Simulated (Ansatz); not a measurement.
**ZrC (WC type): a single-point run**

Wanted: a converged single-point run for ZrC (WC type), and a check of what comes out. The structure is shown as the input types it.

Method: DFT PBE, scalar-relativistic, plane waves, PAW, in Ansatz 0.2.0.

2 further runs of the same task are left out: 2 set aside as unsound or not needed.

## Step 1: Starting point

Symmetry: P-6m2, No. 187, hexagonal system. The conventional cell has a = 3.270 Å, b = 3.270 Å, c = 2.940 Å, α = 90.00°, β = 90.00°, γ = 120.00°. Zr (site symmetry -6m2) has 6 C at 2.39 Å as nearest neighbours. C (site symmetry -6m2) has 6 Zr at 2.39 Å as nearest neighbours.

The input asks for a charge of +4 e on the cell.

As a file:

```xyz
2
Lattice="3.2695 0.0000 0.0000 -1.6348 2.8315 0.0000 0.0000 0.0000 2.9397" Properties=species:S:1:pos:R:3 pbc="T T T"
Zr    0.0000    0.0000    0.0000
C     1.6348    0.9438    1.4699
```

## Step 2: Input and run

The input, input.yaml:

```yaml
crystal:
  lattice:
    - [3.269532745976, 0.0, 0.0]
    - [-1.634766372988, 2.831498416521, 0.0]
    - [0.0, 0.0, 2.9397343753]
  atoms:
    - { symbol: Zr, position: [-3.700743415525e-17, 0.0, 0.0] }
    - { symbol: C, position: [0.6666666666667, 0.3333333333333, 0.5] }
basis:
  ecutwfc: 420
  ecutrho_ratio: 4
kpoints:
  mp_grid: { grid: [12, 12, 12] }
hamiltonian:
  xc: pbe
scf:
  occupations: { method: gaussian, width: 0.05 }
  max_iter: 50
output:
  forces: true
  stress: true
total_charge: 4
```

The run is started by

```console
$ ansatz run input.yaml --threads 2 --pin off --max-ram 2662MiB --backend cpu --events-out ev --progress --plain --runs-dir out
```

Q: Will this input give a usable result? If not, why, and what should change?

The program finished normally. It gives a pressure of 191 GPa, which is large; a structure far from rest gives such values too, whatever the setting.

The suspect setting: total_charge is 4. The net charge is not the one intended, so the run treats another number of electrons.

Run again and compare: delete total_charge (the default then holds).
